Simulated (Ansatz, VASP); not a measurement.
**One calculation of MgO, two programs**

```xyz
2
Lattice="0.0000 2.1272 2.1272 2.1272 0.0000 2.1272 2.1272 2.1272 0.0000" Properties=species:S:1:pos:R:3 pbc="T T T"
Mg    0.0283    0.0000    0.0000
O     2.0842    2.1272    2.1272
```

Change from the starting cell: mode 4 frozen in at -0.043 Å and mode 5 at -0.000 Å (largest displacements).

Alike in both runs: task single point; functional PBE; k mesh 10 × 10 × 10; occupations gaussian, width 0.05 eV; no spin polarisation.

|  | VASP | Ansatz |
| --- | --- | --- |
| version | VASP 6.6.1 | Ansatz 0.2.0 |
| potentials or method | VASP PAW PBE potentials, release 64 (Mg, O) | scalar-relativistic, plane waves, PAW |
| plane-wave cutoff (eV) | 520 | 520 |
| valence electrons in the cell | 8 | 16 |

|  | VASP | Ansatz | Ansatz less VASP |
| --- | --- | --- | --- |
| gap on the k mesh at the Fermi level (eV) | 4.44 | 4.46 | +0.021 |
| least direct gap on the mesh (eV) | 4.44 | 4.46 | +0.021 |
| pressure (GPa) | -0.4 | 0.5 | +0.84 |
| largest component of the traceless stress (GPa) | 1.10 | 1.08 | -0.017 |
| rms of the force components (eV/Å) | 0.204 | 0.202 | -0.0025 |

Atom by atom the forces differ by 0.003 eV/Å (rms over components). The two sets of potentials don't hold the same shells in valence.
